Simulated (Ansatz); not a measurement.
**CdS: deformation potentials from a series**

```
CELL_PARAMETERS angstrom
0.00000 2.94295 2.94295
2.94295 0.00000 2.94295
2.94295 2.94295 0.00000
ATOMIC_POSITIONS crystal
Cd 0.00000 0.00000 0.00000
S 0.75000 0.75000 0.75000
```

Atom numbers follow the list: Cd1, S2.

Structure from Materials Project entry mp-2469 (possibly hypothetical), not relaxed further.

Level of theory: DFT, PBEsol, all-electron LAPW, scalar-relativistic in Ansatz 0.2.0.

Numerical set-up: a Γ-centred 7×7×7 k mesh, Fermi–Dirac smearing of 0.02 eV, basis error target 0.5 meV/atom, no spin polarisation.

The cell is scaled evenly. Fractional coordinates are held (clamped ions).

Only quantities that a quadratic follows smoothly over the whole series are listed; rougher ones are left out.

```
ln(V/Vcell)  direct gap at Γ (eV)  smallest gap on mesh and path (eV)
    -0.0619                 1.073                               1.073
    -0.0202                 0.989                               0.989
    -0.0101                 0.969                               0.969
     0.0000                 0.948                               0.948
     0.0100                 0.927                               0.927
     0.0583                 0.826                               0.826
```

Fit the series and give the slopes at zero strain.

Least-squares fits y = p0 + p1 x + p2 x² to the rows give direct gap at Γ (eV): p1 = -2.06, p2 = -0.59; smallest gap on mesh and path (eV): p1 = -2.06, p2 = -0.59. So dEg/dln V = -2.1 eV for the direct gap at Γ, the fundamental gap of this crystal. Semilocal gaps are too small, but their slopes carry over better.

One run, at ln(V/Vcell) = 0.0392, is withheld. Predict its row.

The fits give 0.866, 0.866; the run gave 0.866, 0.866.
